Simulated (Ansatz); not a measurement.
Au:

```
Au
1.0
     2.74841    0.00000    0.00000
     0.00000    2.74841    0.00000
     0.00000    0.00000    2.74841
Au
1
Cartesian
  1.3742 1.3742 1.3742
```

The cell was built by a generator and needn't be a form met in nature.

Base run:

- Program: Ansatz 0.2.0
- Functional: RPBE
- Potentials or basis: Ansatz PAW
- Cutoff: 420 eV (not typed: the program's choice for these potentials)
- k mesh: 10 × 10 × 10
- Occupations: fermi-dirac, width 0.05 eV
- Spin: no spin polarisation

Its results: band gap on the k mesh none (metal or under the smearing width); pressure 3.6 GPa.

Task: After a change of settings the same cell gave: band gap on the k mesh none (metal or under the smearing width); pressure -3.3 GPa. Which change was it?
A. functional from RPBE to BLYP
B. functional from RPBE to revPBE
C. functional from RPBE to r2SCAN; cutoff from 420 eV (not typed: the program's choice for these potentials) to 500 eV (not typed: the program's choice for these potentials)

Result: C.

Caveats: spin-orbit coupling is left out, which moves the levels of the heavy elements; the PAW data sets come from PBE, with cores solved anew for the run's functional, which leaves a small shift of forces and pressure.

Runs at the PBE level aren't shown here.
